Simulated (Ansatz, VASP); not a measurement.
**One calculation of SnGe2, two programs**

```xyz
3
Lattice="3.2023 0.0000 0.0000 -1.6011 2.7732 0.0000 0.0000 0.0000 7.8764" Properties=species:S:1:pos:R:3 pbc="T T T"
Sn    0.0000    0.0000    3.9382
Ge    1.6011    0.9244    6.8296
Ge    0.0000    1.8488    1.0468
```

Alike in both runs: functional PBE; k mesh 6 × 6 × 2; occupations gaussian, width 0.1 eV; no spin polarisation.

Ansatz relaxed the structure, and its values are those at the end. VASP's run is a single point on that final structure, the one shown.

```csv
,VASP,Ansatz
version,VASP 6.6.1,Ansatz 0.2.0
potentials or method,"VASP PAW PBE potentials, release 64 (Sn_d, Ge_d)","scalar-relativistic, plane waves, PAW"
plane-wave cutoff (eV),520,420
valence electrons in the cell,42,42
```

|  | VASP | Ansatz | Ansatz less VASP |
| --- | --- | --- | --- |
| gap on the k mesh at the Fermi level (eV) | none | none | - |
| pressure (GPa) | -0.2 | -0.2 | +0.02 |
| rms of the force components (eV/Å) | 0.007 | 0.003 | -0.0038 |

A gap of «none» marks a metal or a gap that the smearing closes. With one functional, cell and mesh, what is left measures potentials, basis and numerics.

Caveats: the k mesh is coarse (spacing up to 0.40 Å⁻¹), so the values aren't converged.
